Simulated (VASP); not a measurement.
# GaP (F-43m) in VASP: a series of runs

Aim: see how the results for GaP move with the level of theory and the settings. Levels: revPBE, BLYP. Tasks: band structure.

Program: VASP 6.6.1. These are calculated values, not measurements. Logs are shortened: lines on timing, memory, paths and dates and some standing lists are left out, and cuts for length are marked.

**The experiment to reproduce.**

From “Stacking defects in GaP nanowires: Electronic structure and optical properties”, 2018, arxiv:1810.01194, for a bulk crystal of GaP at 10 K: band gap 2.34 eV (indirect).

The runs below are set against these values where they give the same quantity.

## (1) The structure

It takes space group F-43m (No. 216, cubic). The conventional cell has a = 5.451 Å, b = 5.451 Å, c = 5.451 Å, α = 90.00°, β = 90.00°, γ = 90.00°. Ga (site symmetry -43m) is surrounded by 4 P at 2.36 Å. P (site symmetry -43m) has 4 Ga at 2.36 Å as nearest neighbours.

## (2) Band structure, revPBE

Contents of POSCAR:

```
GaP
1.0
    0.0000000000      2.7252500000      2.7252500000
    2.7252500000      0.0000000000      2.7252500000
    2.7252500000      2.7252500000      0.0000000000
Ga P
1 1
Direct
    0.0000000000      0.0000000000      0.0000000000
    0.7500000000      0.7500000000      0.7500000000
```

Contents of INCAR.step1:

```
ALGO = Normal
EDIFF = 1E-6
ENCUT = 520
GGA = RE
ISIF = 2
ISMEAR = -1
LASPH = True
LCHARG = True
LREAL = False
LWAVE = False
NELM = 80
PREC = Accurate
SIGMA = 0.05
```

Contents of KPOINTS.step1:

```
k-points
0
Gamma
  8 8 8
```

Contents of INCAR.step2:

```
ALGO = Normal
EDIFF = 1E-6
ENCUT = 520
GGA = RE
ICHARG = 11
ISIF = 2
ISMEAR = 0
LASPH = True
LCHARG = False
LREAL = False
LWAVE = False
NELM = 80
PREC = Accurate
SIGMA = 0.05
```

Contents of KPOINTS.step2:

```
path GXWKGLUWLK,UX
15
line-mode
reciprocal
 0.0000000000  0.0000000000  0.0000000000  G
 0.5000000000  0.0000000000  0.5000000000  X

 0.5000000000  0.0000000000  0.5000000000  X
 0.5000000000  0.2500000000  0.7500000000  W

 0.5000000000  0.2500000000  0.7500000000  W
 0.3750000000  0.3750000000  0.7500000000  K

 0.3750000000  0.3750000000  0.7500000000  K
 0.0000000000  0.0000000000  0.0000000000  G

 0.0000000000  0.0000000000  0.0000000000  G
 0.5000000000  0.5000000000  0.5000000000  L

 0.5000000000  0.5000000000  0.5000000000  L
 0.6250000000  0.2500000000  0.6250000000  U

 0.6250000000  0.2500000000  0.6250000000  U
 0.5000000000  0.2500000000  0.7500000000  W

 0.5000000000  0.2500000000  0.7500000000  W
 0.5000000000  0.5000000000  0.5000000000  L

 0.5000000000  0.5000000000  0.5000000000  L
 0.3750000000  0.3750000000  0.7500000000  K

 0.6250000000  0.2500000000  0.6250000000  U
 0.5000000000  0.0000000000  0.5000000000  X
```

Potentials or basis: VASP PAW PBE potentials, release 64 (Ga_d, P).

Command:

```console
cat potpaw_PBE.64/Ga_d/POTCAR potpaw_PBE.64/P/POTCAR > POTCAR
cp INCAR.step1 INCAR
cp KPOINTS.step1 KPOINTS
mpirun -np 1 vasp_std > vasp.out
cp INCAR.step2 INCAR
cp KPOINTS.step2 KPOINTS
mpirun -np 1 vasp_std > vasp.out
```

OUTCAR:

```text
EDIFF = 1E-6
   ENCUT = 520
   GGA = RE
   ICHARG = 11
   ISIF = 2
   ISMEAR = 0
   LASPH = True
   LREAL = False
   NELM = 80
   PREC = Accurate

 ion  position               nearest neighbor table
   1  0.000  0.000  0.000-   2 2.36   2 2.36   2 2.36   2 2.36
   2  0.750  0.750  0.750-   1 2.36   1 2.36   1 2.36   1 2.36

  LATTYP: Found a face centered cubic cell.
 ALAT       =     5.4505000000

  Lattice vectors:

 A1 = (   0.0000000000,   2.7252500000,   2.7252500000)
 A2 = (   2.7252500000,   0.0000000000,   2.7252500000)
 A3 = (   2.7252500000,   2.7252500000,   0.0000000000)

Analysis of symmetry for initial positions (statically):
=====================================================================
 Subroutine PRICEL returns:
 Original cell was already a primitive cell.

 Routine SETGRP: Setting up the symmetry group for a
 face centered cubic supercell.

 Subroutine GETGRP returns: Found 24 space group operations
 (whereof 24 operations were pure point group operations)
 out of a pool of 48 trial point group operations.

The static configuration has the point symmetry T_d .

Analysis of symmetry for dynamics (positions and initial velocities):
=====================================================================
 Subroutine PRICEL returns:
 Original cell was already a primitive cell.

 Routine SETGRP: Setting up the symmetry group for a
 face centered cubic supercell.

 Subroutine GETGRP returns: Found 24 space group operations
 (whereof 24 operations were pure point group operations)
 out of a pool of 48 trial point group operations.

The dynamic configuration has the point symmetry T_d .

 Subroutine INISYM returns: Found 24 space group operations
 (whereof 24 operations are pure point group operations),
 and found     1 'primitive' translations

----------------------------------------------------------------------------------------

                                     Primitive cell

  volume of cell :      40.4808

  direct lattice vectors                    reciprocal lattice vectors
     0.000000000  2.725250000  2.725250000    -0.183469406  0.183469406  0.183469406
     2.725250000  0.000000000  2.725250000     0.183469406 -0.183469406  0.183469406
     2.725250000  2.725250000  0.000000000     0.183469406  0.183469406 -0.183469406

  length of vectors
     3.854085511  3.854085511  3.854085511     0.317778334  0.317778334  0.317778334

  position of ions in fractional coordinates (direct lattice)
     0.000000000  0.000000000  0.000000000
     0.750000000  0.750000000  0.750000000

  ion indices of the primitive-cell ions
   primitive index   ion index
                 1           1
                 2           2

----------------------------------------------------------------------------------------

 KPOINTS: path GXWKGLUWLK,UX

Interpolating k-points between supplied coordinates.

 Line segments in fractional coordinates (reciprocal lattice):
    0.000000  0.000000  0.000000  ...  0.500000  0.000000  0.500000
    0.500000  0.000000  0.500000  ...  0.500000  0.250000  0.750000
    0.500000  0.250000  0.750000  ...  0.375000  0.375000  0.750000
    0.375000  0.375000  0.750000  ...  0.000000  0.000000  0.000000
    0.000000  0.000000  0.000000  ...  0.500000  0.500000  0.500000
    0.500000  0.500000  0.500000  ...  0.625000  0.250000  0.625000
    0.625000  0.250000  0.625000  ...  0.500000  0.250000  0.750000
    0.500000  0.250000  0.750000  ...  0.500000  0.500000  0.500000
    0.500000  0.500000  0.500000  ...  0.375000  0.375000  0.750000
    0.625000  0.250000  0.625000  ...  0.500000  0.000000  0.500000

 Generated    15 points on each line segment, for a total of    150 k-points:

 Following reciprocal coordinates:
            Coordinates               Weight
  0.000000  0.000000  0.000000      0.006667
  0.035714  0.000000  0.035714      0.006667
  0.071429  0.000000  0.071429      0.006667
  0.107143  0.000000  0.107143      0.006667
  0.142857  0.000000  0.142857      0.006667
  0.178571  0.000000  0.178571      0.006667
[... 16 lines left out ...]
  0.500000  0.125000  0.625000      0.006667
  0.500000  0.142857  0.642857      0.006667
 [... further k-points ...]
   k-points           NKPTS =    150   k-points in BZ     NKDIM =    150   number of bands    NBANDS=     13
   number of dos      NEDOS =    301   number of ions     NIONS =      2
   total plane-waves  NPLWV =  27000
   dimension x,y,z NGX =    30 NGY =   30 NGZ =   30
   dimension x,y,z NGXF=    60 NGYF=   60 NGZF=   60
   ions per type =               1   1
   NGX,Y,Z   is equivalent  to a cutoff of  12.94, 12.94, 12.94 a.u.
   NGXF,Y,Z  is equivalent  to a cutoff of  25.88, 25.88, 25.88 a.u.
 SYSTEM =  unknown system
   PREC   = accura    normal or accurate (medium, high low for compatibility)
   ISTART =      0    job   : 0-new  1-cont  2-samecut
   ICHARG =     11    charge: 1-file 2-atom 10-const
   ISPIN  =      1    spin polarized calculation?
   LNONCOLLINEAR =      F non collinear calculations
   LSORBIT =      F    spin-orbit coupling
   LASPH  =      T    aspherical Exc in radial PAW
   ENCUT  =  520.0 eV  38.22 Ry    6.18 a.u.   7.17  7.17  7.17*2*pi/ulx,y,z
   NELM   =     80;   NELMIN=  2; NELMDL=  0     # of ELM steps
   EDIFF  = 0.1E-05   stopping-criterion for ELM
   LREAL  =      F    real-space projection
   EDIFFG = 0.1E-04   stopping-criterion for IOM
   NSW    =      0    number of steps for IOM
   IBRION =     -1    ionic relax: 0-MD 1-quasi-New 2-CG
   NFREE  =      0    steps in history (QN), initial steepest desc. (CG)
   ISIF   =      2    stress and relaxation
   ISYM   =      2    0-nonsym 1-usesym 2-fastsym
   POTIM  = 0.5000    time-step for ionic-motion
   TEBEG  =    0.0;   TEEND  =   0.0 temperature during run
   PSTRESS=    0.0 pullay stress
   NELECT =      18.0000    total number of electrons
   NUPDOWN=      -1.0000    fix difference up-down
   EMIN   =  10.00;   EMAX   =-10.00  energy-range for DOS
   EFERMI =   0.00;   METHOD = LEGACY
   ISMEAR =     0;   SIGMA  =   0.05  broadening in eV -4-tet -1-fermi 0-gaus
   EFERMI_NEDOS =   21; number of points for ismear=-14 and -15
   IALGO  =     38    algorithm
   IMIX   =      4    mixing-type and parameters
     AMIX     =   0.40;   BMIX     =  1.00
     AMIX_MAG =   1.60;   BMIX_MAG =  1.00
  volume/ion in A,a.u.               =      20.24       136.59
  Fermi-wavevector in a.u.,A,eV,Ry     =   1.249538  2.361284 21.243377  1.561344
  Thomas-Fermi vector in A             =   2.383574
   LORBIT       =      0    0 simple, 1 ext, 2 COOP (PROOUT), +10 PAW based schemes
   GGA     = RE    functional components
   LHFCALC =     F    Hartree Fock is set to
   AEXX    =    0.0000 exact exchange contribution
   IVDW    =     0    specifies the selected vdW correction
   LEPSILON=     F    determine dielectric tensor
   LRPA    =     F    only Hartree local field effects (RPA)
 non-spin polarized calculation
 Gauss-broadening in eV      SIGMA  =   0.05
  energy-cutoff  :      520.00
  volume of cell :       40.48
 maximum number of plane-waves:      1109
 NGX is ok and might be reduce to    30

 number of electron      17.9999989 magnetization

 Free energy of the ion-electron system (eV)
  ---------------------------------------------------
  ext. energy  EPLUGINS =         0.00000000
  ---------------------------------------------------
  free energy    TOTEN  =        -8.75694995 eV

  energy without entropy =       -8.75694995  energy(sigma->0) =       -8.75694995

 E-fermi :   4.9668     XC(G=0):  -9.7094

 val. band max:        4.7198397686   @ k =   0.0000   0.0000   0.0000
 cond. band min:       6.3750829251   @ k =   0.4286   0.0000   0.4286
 fundamental gap:      1.6552431564
 Fermi energy:         4.9667998282

 k-point     1 :       0.0000    0.0000    0.0000
  band No.  band energies     occupation
      1      -9.8243      2.00000
      2      -9.8243      2.00000
      3      -9.8243      2.00000
      4      -9.7235      2.00000
      5      -9.7235      2.00000
      6      -7.7504      2.00000
      7       4.7198      2.00000
      8       4.7198      2.00000
      9       4.7198      2.00000
     10       6.6441      0.00000
     11       8.6277      0.00000
     12       8.6277      0.00000
     13       8.6277      0.00000

 k-point     2 :       0.0357    0.0000    0.0357
  band No.  band energies     occupation
      1      -9.8263      2.00000
      2      -9.8235      2.00000
      3      -9.8235      2.00000
      4      -9.7238      2.00000
      5      -9.7232      2.00000
      6      -7.7281      2.00000
      7       4.5158      2.00000
      8       4.6541      2.00000
      9       4.6541      2.00000
     10       6.8388      0.00000
     11       8.5676      0.00000
     12       8.7180      0.00000
     13       8.7180      0.00000

 k-point     3 :       0.0714    0.0000    0.0714
  band No.  band energies     occupation
      1      -9.8322      2.00000
      2      -9.8212      2.00000
      3      -9.8212      2.00000
      4      -9.7247      2.00000
      5      -9.7224      2.00000
      6      -7.6617      2.00000
      7       4.0517      2.00000
      8       4.4746      2.00000
      9       4.4746      2.00000
     10       7.2610      0.00000
     11       8.4127      0.00000
     12       8.9711      0.00000
     13       8.9711      0.00000

 k-point     4 :       0.1071    0.0000    0.1071
  band No.  band energies     occupation
      1      -9.8413      2.00000
      2      -9.8175      2.00000
      3      -9.8175      2.00000
      4      -9.7264      2.00000
      5      -9.7211      2.00000
      6      -7.5519      2.00000
      7       3.4905      2.00000
      8       4.2198      2.00000
      9       4.2198      2.00000
     10       7.6630      0.00000
     11       8.2655      0.00000
     12       9.3484      0.00000
     13       9.3484      0.00000

 k-point     5 :       0.1429    0.0000    0.1429
  band No.  band energies     occupation
      1      -9.8526      2.00000
      2      -9.8125      2.00000
      3      -9.8125      2.00000
      4      -9.7288      2.00000
      5      -9.7194      2.00000
      6      -7.4003      2.00000
      7       2.8949      2.00000
      8       3.9266      2.00000
      9       3.9266      2.00000
     10       7.6825      0.00000
     11       8.4184      0.00000
     12       9.8123      0.00000
     13       9.8123      0.00000
[... 257 lines left out ...]
 k-point    22 :       0.5000    0.1071    0.6071
  band No.  band energies     occupation
      1      -9.9350      2.00000
      2      -9.7688      2.00000
      3      -9.7630      2.00000
      4      -9.7503      2.00000
      5      -9.7056      2.00000
      6      -4.7608      2.00000
      7      -1.9273      2.00000
      8       1.6717      2.00000
      9       1.7300      2.00000
     10       7.2837      0.00000
     11       7.4408      0.00000
     12      13.6682      0.00000
     13      13.7851      0.00000

 k-point    23 :       0.5000    0.1250    0.6250
  band No.  band energies     occupation
      1      -9.9329      2.00000
      2      -9.7717      2.00000
      3      -9.7633      2.00000
      4      -9.7485      2.00000
      5      -9.7069      2.00000
      6      -4.7507      2.00000
      7      -1.9050      2.00000
      8       1.5739      2.00000
      9       1.6493      2.00000
     10       7.5512      0.00000
     11       7.7079      0.00000
     12      13.2697      0.00000
     13      13.3586      0.00000

 k-point    24 :       0.5000    0.1429    0.6429
  band No.  band energies     occupation
      1      -9.9308      2.00000
      2      -9.7747      2.00000
      3      -9.7636      2.00000
      4      -9.7466      2.00000
      5      -9.7083      2.00000
      6      -4.7406      2.00000
      7      -1.8819      2.00000
      8       1.4793      2.00000
      9       1.5721      2.00000
     10       7.8424      0.00000
     11       7.9976      0.00000
     12      12.8656      0.00000
     13      12.9245      0.00000

 [... further k-points ...]
[... 5 lines left out ...]
  --------------------------------------------------------------------------------------
  -------------------------------------------------------------------------------------
  Total        0.1247412      0.1247412      0.1247412     -0.0000000     -0.0000000     -0.0000000
  in kB        4.9370958      4.9370958      4.9370958     -0.0000000     -0.0000000     -0.0000000
  external PRESSURE =       4.9370958 kB  Pullay stress =       0.0000000 kB

 VOLUME and BASIS-vectors are now :
 -----------------------------------------------------------------------------
  energy-cutoff  :      520.00
  volume of cell :       40.48
      direct lattice vectors                 reciprocal lattice vectors
     0.000000000  2.725250000  2.725250000    -0.183469406  0.183469406  0.183469406
     2.725250000  0.000000000  2.725250000     0.183469406 -0.183469406  0.183469406
     2.725250000  2.725250000  0.000000000     0.183469406  0.183469406 -0.183469406

 POSITION                                       TOTAL-FORCE (eV/Angst)
 -----------------------------------------------------------------------------------
      0.00000      0.00000      0.00000         0.000000      0.000000      0.000000
      4.08788      4.08788      4.08788        -0.000000     -0.000000     -0.000000
 -----------------------------------------------------------------------------------
    total drift:                               -0.000002     -0.000002     -0.000002

  FREE ENERGIE OF THE ION-ELECTRON SYSTEM (eV)
  ---------------------------------------------------
  free  energy   TOTEN  =        -8.7569499461 eV

  energy  without entropy=       -8.7569499461  energy(sigma->0) =       -8.75694995
```

It took 2.1 min on 1 thread of AMD EPYC, shared host; peak memory 0.18 GiB.

Results:

| Item | Value |
| --- | --- |
| Band gap on the k mesh | 1.70 eV, indirect (least direct gap 1.93 eV) |
| Band gap along the path | 1.66 eV, indirect (least direct gap 1.92 eV) |

Levels at the corners of the path, in eV from the valence-band top:
```csv
point,band 5,band 6,band 7,band 8,band 9,band 10,band 11,band 12,band 13
Γ,-14.44,-12.47,0.00,0.00,0.00,1.92,3.91,3.91,3.91
X,-14.42,-9.52,-6.72,-2.67,-2.67,1.73,1.88,10.63,10.63
X,-14.42,-9.52,-6.72,-2.67,-2.67,1.73,1.88,10.63,10.65
W,-14.43,-9.42,-6.51,-3.55,-3.40,4.76,4.89,6.16,6.21
W,-14.43,-9.42,-6.51,-3.55,-3.40,4.76,4.89,6.16,6.21
K,-14.43,-9.55,-6.51,-3.91,-2.25,2.25,4.85,8.27,8.33
K,-14.43,-9.55,-6.51,-3.91,-2.25,2.25,4.85,8.27,8.33
Γ,-14.44,-12.47,0.00,0.00,0.00,1.92,3.91,3.91,3.91
Γ,-14.44,-12.47,0.00,0.00,0.00,1.92,3.91,3.91,3.91
L,-14.44,-10.41,-6.60,-1.11,-1.11,1.74,4.74,4.74,8.41
L,-14.44,-10.41,-6.60,-1.11,-1.11,1.74,4.74,4.74,8.41
U,-14.43,-9.55,-6.51,-3.91,-2.25,2.25,4.85,8.27,8.33
U,-14.43,-9.55,-6.51,-3.91,-2.25,2.25,4.85,8.27,8.33
W,-14.43,-9.42,-6.51,-3.55,-3.40,4.76,4.89,6.16,6.21
W,-14.43,-9.42,-6.51,-3.55,-3.40,4.76,4.89,6.16,6.21
L,-14.44,-10.41,-6.60,-1.11,-1.11,1.74,4.74,4.74,8.41
L,-14.44,-10.41,-6.60,-1.11,-1.11,1.74,4.74,4.74,8.41
K,-14.43,-9.55,-6.51,-3.91,-2.25,2.25,4.85,8.27,8.33
U,-14.43,-9.55,-6.51,-3.91,-2.25,2.25,4.85,8.27,8.33
X,-14.42,-9.52,-6.72,-2.67,-2.67,1.73,1.88,10.63,10.63
```

Caveat: the log is that of the step along the path at fixed density, whose energy, stress, charges and moments have no meaning; the PAW data sets were made with another functional, which shifts forces and pressure a little.

(Part 1 of 2 ends here.)
